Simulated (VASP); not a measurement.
# C (C2/m) in VASP: further runs

Runs on C. Level: PBEsol. Tasks: single point.

Everything below comes from runs of VASP 6.6.1. Logs are shortened: lines on timing, memory, paths and dates and some standing lists are left out, and cuts for length are marked.

### 1 The structure

It takes space group C2/m (No. 12, monoclinic). The conventional cell has a = 4.255 Å, b = 2.457 Å, c = 3.765 Å, α = 90.00°, β = 111.49°, γ = 90.00°. Around C (site symmetry m) lie 3 C at 1.42 Å.

This is a stacking variant of graphite.

### 2 Single point, PBEsol

Input file INCAR:

```
  PREC = Accurate
  ENCUT = 400
  EDIFF = 1E-6
  ISMEAR = 0
  SIGMA = 0.05
  LREAL = F
  LASPH = T
  NELM = 100
  ALGO = Normal
  ISIF = 2
  LWAVE = F
  LCHARG = F
  GGA = PS
  ADDGRID = F
```

Input file KPOINTS:

```
regular mesh
0
Gamma
  6 6 4
```

Input file POSCAR:

```
C
1.0
    2.1273203072     -1.2282824400      0.0000000000
    2.1273203072      1.2282824400      0.0000000000
   -1.3790696309      0.0000000000      3.5028300786
C
2
Direct
    0.1666444700      0.1666444700      0.9999069600
    0.8333555300      0.8333555300      0.0000930400
```

Potentials or basis: VASP PAW PBE potentials, release 64 (C).

Started as:

```bash
$ cat potpaw_PBE.64/C/POTCAR > POTCAR
$ mpirun -np 1 vasp_std > vasp.out
```

OUTCAR:

```text
PREC = Accurate
   ENCUT = 400
   EDIFF = 1E-6
   ISMEAR = 0
   LREAL = F
   LASPH = T
   NELM = 100
   ISIF = 2
   GGA = PS

 Found     47 irreducible k-points:

 Following reciprocal coordinates:
            Coordinates               Weight
  0.000000  0.000000  0.000000      1.000000
  0.166667  0.000000 -0.000000      4.000000
  0.333333  0.000000  0.000000      4.000000
  0.500000  0.000000  0.000000      2.000000
  0.166667  0.166667 -0.000000      2.000000
  0.333333  0.166667  0.000000      4.000000
   k-points           NKPTS =     47   k-points in BZ     NKDIM =     47   number of bands    NBANDS=      8
   number of dos      NEDOS =    301   number of ions     NIONS =      2
   total plane-waves  NPLWV =   7168
   dimension x,y,z NGX =    16 NGY =   16 NGZ =   28
   dimension x,y,z NGXF=    32 NGYF=   32 NGZF=   56
   ions per type =               2
   NGX,Y,Z   is equivalent  to a cutoff of  10.83, 10.83, 12.37 a.u.
   NGXF,Y,Z  is equivalent  to a cutoff of  21.66, 21.66, 24.73 a.u.
 SYSTEM =  unknown system
   PREC   = accura    normal or accurate (medium, high low for compatibility)
   ISTART =      0    job   : 0-new  1-cont  2-samecut
   ICHARG =      2    charge: 1-file 2-atom 10-const
   ISPIN  =      1    spin polarized calculation?
   LNONCOLLINEAR =      F non collinear calculations
   LSORBIT =      F    spin-orbit coupling
   LASPH  =      T    aspherical Exc in radial PAW
   ENCUT  =  400.0 eV  29.40 Ry    5.42 a.u.   4.01  4.01  6.14*2*pi/ulx,y,z
   NELM   =    100;   NELMIN=  2; NELMDL= -5     # of ELM steps
   EDIFF  = 0.1E-05   stopping-criterion for ELM
   LREAL  =      F    real-space projection
   EDIFFG = 0.1E-04   stopping-criterion for IOM
   NSW    =      0    number of steps for IOM
   IBRION =     -1    ionic relax: 0-MD 1-quasi-New 2-CG
   NFREE  =      0    steps in history (QN), initial steepest desc. (CG)
   ISIF   =      2    stress and relaxation
   ISYM   =      2    0-nonsym 1-usesym 2-fastsym
   POTIM  = 0.5000    time-step for ionic-motion
   TEBEG  =    0.0;   TEEND  =   0.0 temperature during run
   PSTRESS=    0.0 pullay stress
   NELECT =       8.0000    total number of electrons
   NUPDOWN=      -1.0000    fix difference up-down
   EMIN   =  10.00;   EMAX   =-10.00  energy-range for DOS
   EFERMI =   0.00;   METHOD = LEGACY
   ISMEAR =     0;   SIGMA  =   0.05  broadening in eV -4-tet -1-fermi 0-gaus
   EFERMI_NEDOS =   21; number of points for ismear=-14 and -15
   IALGO  =     38    algorithm
   IMIX   =      4    mixing-type and parameters
     AMIX     =   0.40;   BMIX     =  1.00
     AMIX_MAG =   1.60;   BMIX_MAG =  1.00
  volume/ion in A,a.u.               =       9.15        61.77
  Fermi-wavevector in a.u.,A,eV,Ry     =   1.242352  2.347705 20.999765  1.543439
  Thomas-Fermi vector in A             =   2.376710
   LORBIT       =      0    0 simple, 1 ext, 2 COOP (PROOUT), +10 PAW based schemes
   GGA     = PS    functional components
   LHFCALC =     F    Hartree Fock is set to
   AEXX    =    0.0000 exact exchange contribution
   IVDW    =     0    specifies the selected vdW correction
   LEPSILON=     F    determine dielectric tensor
   LRPA    =     F    only Hartree local field effects (RPA)
 non-spin polarized calculation
 Gauss-broadening in eV      SIGMA  =   0.05
  energy-cutoff  :      400.00
  volume of cell :       18.31
 maximum number of plane-waves:       341
   NGX =  9   NGY =  9   NGZ = 13

 number of electron       8.0000002 magnetization

 Free energy of the ion-electron system (eV)
  ---------------------------------------------------
  ext. energy  EPLUGINS =         0.00000000
  ---------------------------------------------------
  free energy    TOTEN  =       -19.27136130 eV

  energy without entropy =      -19.27136130  energy(sigma->0) =      -19.27136130

 E-fermi :   4.3012     XC(G=0): -10.2701

 val. band max:        4.0607925602   @ k =  -0.3333   0.3333   0.0000
 cond. band min:       4.5356581152   @ k =  -0.3333   0.3333   0.5000
 fundamental gap:      0.4748655550
 Fermi energy:         4.3012375286

 k-point     1 :       0.0000    0.0000    0.0000
  band No.  band energies     occupation
      1     -15.3849      2.00000
      2      -2.5761      2.00000
      3       1.3084      2.00000
      4       1.3122      2.00000
      5       7.9843      0.00000
      6      12.7173      0.00000
      7      12.7192      0.00000
      8      15.8491      0.00000

 k-point     2 :       0.1667    0.0000   -0.0000
  band No.  band energies     occupation
      1     -14.7153      2.00000
      2      -1.8707      2.00000
      3      -0.9946      2.00000
      4       0.1628      2.00000
      5       8.9292      0.00000
      6      12.7581      0.00000
      7      13.7245      0.00000
      8      15.2952      0.00000

 k-point     3 :       0.3333    0.0000    0.0000
  band No.  band energies     occupation
      1     -12.7426      2.00000
      2      -5.3441      2.00000
      3      -1.4707      2.00000
      4       0.1549      2.00000
      5       9.3158      0.00000
      6      11.6691      0.00000
      7      12.2994      0.00000
      8      19.8549      0.00000

 k-point     4 :       0.5000    0.0000    0.0000
  band No.  band energies     occupation
      1      -9.9904      2.00000
      2      -9.0437      2.00000
      3      -2.1118      2.00000
      4       2.2088      2.00000
      5       6.2493      0.00000
      6      11.9072      0.00000
      7      15.7685      0.00000
      8      16.2264      0.00000

 k-point     5 :       0.1667    0.1667   -0.0000
  band No.  band energies     occupation
      1     -14.6987      2.00000
      2      -2.0224      2.00000
      3      -0.9761      2.00000
      4       0.1498      2.00000
      5       9.2845      0.00000
      6      12.7093      0.00000
      7      13.6614      0.00000
      8      15.2931      0.00000

 k-point     6 :       0.3333    0.1667    0.0000
  band No.  band energies     occupation
      1     -13.3655      2.00000
      2      -3.4279      2.00000
      3      -2.1338      2.00000
      4      -0.7412      2.00000
      5      10.6701      0.00000
      6      11.4111      0.00000
      7      14.4186      0.00000
      8      16.0829      0.00000

 [... further k-points ...]

------------------------ aborting loop because EDIFF is reached ----------------------------------------

  FORCE on cell =-STRESS in cart. coord.  units (eV):
  Direction    XX          YY          ZZ          XY          YZ          ZX
  --------------------------------------------------------------------------------------
  -------------------------------------------------------------------------------------
  Total        0.0970703      0.0724101     -0.3695488      0.0000000      0.0000000     -0.0073087
  in kB        8.4960435      6.3376649    -32.3446301      0.0000000      0.0000000     -0.6396880
  external PRESSURE =      -5.8369739 kB  Pullay stress =       0.0000000 kB

 VOLUME and BASIS-vectors are now :
 -----------------------------------------------------------------------------
  energy-cutoff  :      400.00
  volume of cell :       18.31
      direct lattice vectors                 reciprocal lattice vectors
     2.127320307 -1.228282440  0.000000000     0.235037478 -0.407072497  0.092534619
     2.127320307  1.228282440  0.000000000     0.235037478  0.407072497  0.092534619
    -1.379069631  0.000000000  3.502830079     0.000000000  0.000000000  0.285483446

 POSITION                                       TOTAL-FORCE (eV/Angst)
 -----------------------------------------------------------------------------------
     -0.66993      0.00000      3.50250         0.004845      0.000000     -0.053142
      3.54550      0.00000      0.00033        -0.004845      0.000000      0.053142
 -----------------------------------------------------------------------------------
    total drift:                               -0.000000      0.000000      0.000000

  FREE ENERGIE OF THE ION-ELECTRON SYSTEM (eV)
  ---------------------------------------------------
  free  energy   TOTEN  =       -19.2713613004 eV

  energy  without entropy=      -19.2713613004  energy(sigma->0) =      -19.27136130
```

It used 2.7 s of CPU time on 1 thread of Intel(R) Xeon(R) Platinum 8488C (Sapphire Rapids) (shared host), which was overloaded at the time.

The run converged, but some of its settings lie outside the range that counts as converged, so its numbers aren't taken as properties of the crystal.

What came out:

```yaml
Free_energy: -19.2714 eV
Largest_force: 0.053 eV/Å
Band_gap_on_the_k_mesh: 0.47 eV, indirect (least direct gap 0.50 eV)
```

Caveat: the k mesh is coarse (spacing up to 0.50 Å⁻¹), so the values aren't converged; the cutoff is under 1.25 times the usual one of these potentials, so pressure, stress and relaxed cells hold a basis-set (Pulay) error; the PAW data sets were made with another functional, which shifts forces and pressure a little; this functional lacks dispersion, which binds the layers, so the pressure and a relaxed spacing across them are unreliable.

### 3 Single point, PBEsol

INCAR: that of step 2 with these lines changed.

```diff
@@ -1,3 +1,3 @@
   PREC = Accurate
-  ENCUT = 400
+  ENCUT = 650
   EDIFF = 1E-6
```

Input file KPOINTS:

```
regular mesh
0
Gamma
  5 5 3
```

POSCAR is that of step 2.

Potentials or basis: VASP PAW PBE potentials, release 64 (C).

Started as:

```bash
$ cat potpaw_PBE.64/C/POTCAR > POTCAR
$ mpirun -np 1 vasp_std > vasp.out
```

It used 2.8 s of CPU time on 1 thread of Intel(R) Xeon(R) Platinum 8488C (Sapphire Rapids), on a shared host, which was overloaded at the time.

The run converged, but some of its settings lie outside the range that counts as converged, so its numbers aren't taken as properties of the crystal.

What came out:

```
Free energy            : -19.2769 eV
Pressure               : 1.1 GPa
Largest force          : 0.005 eV/Å
Band gap on the k mesh : 2.50 eV, indirect (least direct gap 2.70 eV)
```

Caveat: the k mesh is coarse (spacing up to 0.60 Å⁻¹), so the values aren't converged; the PAW data sets were made with another functional, which shifts forces and pressure a little; an odd mesh through Γ misses points on the zone boundary, where band edges often lie; this functional lacks dispersion, which binds the layers, so the pressure and a relaxed spacing across them are unreliable.

### 4 Single point, PBEsol

INCAR: that of step 3 with these lines changed.

```diff
@@ -1,3 +1,3 @@
   PREC = Accurate
-  ENCUT = 650
+  ENCUT = 460
   EDIFF = 1E-6
```

Input file KPOINTS:

```
regular mesh
0
Gamma
  6 6 4
```

POSCAR is that of step 3.

Started as:

```bash
$ cat potpaw_PBE.64/C/POTCAR > POTCAR
$ mpirun -np 1 vasp_std > vasp.out
```

It used 4.5 s of CPU time on 1 thread of Intel(R) Xeon(R) Platinum 8488C (Sapphire Rapids), on a shared host, which was overloaded at the time.

The run converged, but some of its settings lie outside the range that counts as converged, so its numbers aren't taken as properties of the crystal.

Results:

```yaml
Free_energy: -19.2601 eV
Pressure: 1.3 GPa
Largest_force: 0.052 eV/Å
Band_gap_on_the_k_mesh: 0.48 eV, indirect (least direct gap 0.50 eV)
```

Caveat: the k mesh is coarse (spacing up to 0.50 Å⁻¹), so the values aren't converged; the cutoff is under 1.25 times the usual one of these potentials, so pressure, stress and relaxed cells hold a basis-set (Pulay) error; the PAW data sets were made with another functional, which shifts forces and pressure a little; this functional lacks dispersion, which binds the layers, so the pressure and a relaxed spacing across them are unreliable.

### 5 Single point, PBEsol

INCAR: that of step 4 with these lines changed.

```diff
@@ -4,3 +4,3 @@
   ISMEAR = 0
-  SIGMA = 0.05
+  SIGMA = 0.5
   LREAL = F
```

KPOINTS is that of step 4.

POSCAR is that of step 4.

Potentials or basis: VASP PAW PBE potentials, release 64 (C).

Started as:

```bash
$ cat potpaw_PBE.64/C/POTCAR > POTCAR
$ mpirun -np 1 vasp_std > vasp.out
```

OUTCAR:

```text
PREC = Accurate
   ENCUT = 460
   EDIFF = 1E-6
   ISMEAR = 0
   LREAL = F
   LASPH = T
   NELM = 100
   ISIF = 2
   GGA = PS

 Found     47 irreducible k-points:

 Following reciprocal coordinates:
            Coordinates               Weight
  0.000000  0.000000  0.000000      1.000000
  0.166667  0.000000 -0.000000      4.000000
  0.333333  0.000000  0.000000      4.000000
  0.500000  0.000000  0.000000      2.000000
  0.166667  0.166667 -0.000000      2.000000
[... 142 lines left out ...]
 [... further k-points ...]

------------------------ aborting loop because EDIFF is reached ----------------------------------------

  FORCE on cell =-STRESS in cart. coord.  units (eV):
  Direction    XX          YY          ZZ          XY          YZ          ZX
  --------------------------------------------------------------------------------------
  -------------------------------------------------------------------------------------
  Total        0.2884337      0.2781726     -0.0423592      0.0000000      0.0000000     -0.0017577
  in kB       25.2450629     24.3469617     -3.7074776      0.0000000      0.0000000     -0.1538433
  external PRESSURE =      15.2948490 kB  Pullay stress =       0.0000000 kB

 VOLUME and BASIS-vectors are now :
 -----------------------------------------------------------------------------
  energy-cutoff  :      460.00
  volume of cell :       18.31
      direct lattice vectors                 reciprocal lattice vectors
     2.127320307 -1.228282440  0.000000000     0.235037478 -0.407072497  0.092534619
     2.127320307  1.228282440  0.000000000     0.235037478  0.407072497  0.092534619
    -1.379069631  0.000000000  3.502830079     0.000000000  0.000000000  0.285483446

 POSITION                                       TOTAL-FORCE (eV/Angst)
 -----------------------------------------------------------------------------------
     -0.66993      0.00000      3.50250        -0.001543      0.000000     -0.020737
      3.54550      0.00000      0.00033         0.001543      0.000000      0.020737
 -----------------------------------------------------------------------------------
    total drift:                               -0.000000     -0.000000      0.000000

  FREE ENERGIE OF THE ION-ELECTRON SYSTEM (eV)
  ---------------------------------------------------
  free  energy   TOTEN  =       -19.2704733662 eV

  energy  without entropy=      -19.2467565994  energy(sigma->0) =      -19.25861498
```

stdout:

```text
POSCAR found type information on POSCAR C
 POSCAR found :  1 types and       2 ions
 scaLAPACK will be used
 -----------------------------------------------------------------------------
|                                                                             |
|                                                                             |
|     You enforced a specific xc type in the INCAR file but a different       |
|     I HOPE YOU KNOW WHAT YOU ARE DOING!                                     |
|                                                                             |
 -----------------------------------------------------------------------------

 LDA part: xc-table for (Slater+PW92), standard interpolation
 POSCAR, INCAR and KPOINTS ok, starting setup
 FFT: planning ... GRIDC
 FFT: planning ... GRID_SOFT
 FFT: planning ... GRID
 WAVECAR not read
 entering main loop
```

It used 3.8 s of CPU time on 1 thread of Intel(R) Xeon(R) Platinum 8488C (Sapphire Rapids), with other jobs on the host, which was overloaded at the time.

These settings aren't checked as converged: the numbers below hold their error.

Results:

```yaml
Free_energy: -19.2705 eV
Pressure: 1.5 GPa
Largest_force: 0.021 eV/Å
Band_gap_on_the_k_mesh: 0.48 eV, indirect (least direct gap 0.50 eV)
```

Caveat: the k mesh is coarse (spacing up to 0.50 Å⁻¹), so the values aren't converged; the cutoff is under 1.25 times the usual one of these potentials, so pressure, stress and relaxed cells hold a basis-set (Pulay) error; the PAW data sets were made with another functional, which shifts forces and pressure a little; this functional lacks dispersion, which binds the layers, so the pressure and a relaxed spacing across them are unreliable.
